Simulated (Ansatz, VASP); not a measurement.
## One calculation of W, two programs

```
W
1.0
     2.62200    0.00000    0.00000
     0.00000    2.62200    0.00000
     0.00000    0.00000    2.62200
W
1
Direct
  0.00000 0.00000 0.00000
```

Alike in both runs: task single point; functional r2SCAN; k mesh 13 × 13 × 13; occupations fermi-dirac, width 0.1 eV; no spin polarisation.

|  | VASP | Ansatz |
| --- | --- | --- |
| version | VASP 6.6.1 | Ansatz 0.2.0 |
| potentials or method | VASP PAW PBE potentials, release 64 (W_sv) | plane waves (500 eV) with PAW, scalar-relativistic |
| plane-wave cutoff (eV) | 520 | 500 |
| valence electrons in the cell | 14 | 14 |

|  | VASP | Ansatz | Ansatz less VASP |
| --- | --- | --- | --- |
| pressure (GPa) | 0.5 | -0.7 | -1.17 |

With one functional, cell and mesh, what is left measures potentials, basis and numerics.

Caveats: the PAW data sets were made with another functional, which shifts forces and pressure a little (VASP). The runs have no spin-orbit coupling, so splittings on W are missing.
